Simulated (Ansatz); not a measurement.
H4NF: Electrostatic potentials at the N nuclei

Cell: a computed structure from the Materials Project (it need not be an observed phase).

```cif
data_H4NF
_symmetry_space_group_name_H-M 'R3c:H'
_symmetry_Int_Tables_number 161
_cell_length_a 8.4289
_cell_length_b 8.4289
_cell_length_c 16.0630
_cell_angle_alpha 90.000
_cell_angle_beta 90.000
_cell_angle_gamma 120.000
loop_
_atom_site_label
_atom_site_type_symbol
_atom_site_symmetry_multiplicity
_atom_site_Wyckoff_symbol
_atom_site_fract_x
_atom_site_fract_y
_atom_site_fract_z
H1 H 6 a 0.0000 0.0000 0.8061
H3 H 18 b 0.1282 0.0355 0.7176
H9 H 18 b 0.8919 0.2013 0.3488
H15 H 18 b 0.7135 0.9892 0.3290
H21 H 18 b 0.7041 0.1852 0.3062
H27 H 18 b 0.6917 0.1063 0.4062
N33 N 6 a 0.0000 0.0000 0.7418
N35 N 18 b 0.7501 0.1213 0.3474
F41 F 6 a 0.0000 0.0000 0.9183
F43 F 18 b 0.3084 0.0924 0.6597
```

One atom of each set is listed; the run and its k-mesh use a cell of 48 atoms with edges of 7.24, 7.24, 7.24 Å.

Computed with Ansatz: DFT, PBE, plane waves and PAW, scalar-relativistic, 420 eV cutoff, Γ-centred 3×3×3 k-points, Fermi–Dirac smearing 0.02 eV.

The potential at a nucleus is that of all electrons and the other nuclei. A higher potential binds the core electrons more strongly, so differences between sites of one element are the initial-state part of core-level shifts.

Problem. Rank the N sites by the potential at the nucleus, lowest first, and give each against the lowest.
A. N33: 4 H at 1.03–1.04 Å
B. N35: 4 H at 1.04 Å

Solution. A (0.00 V), B (0.20 V).

The largest force is 0.3 eV/Å, so the atoms aren't at the calculated equilibrium and relaxing them would move these values.
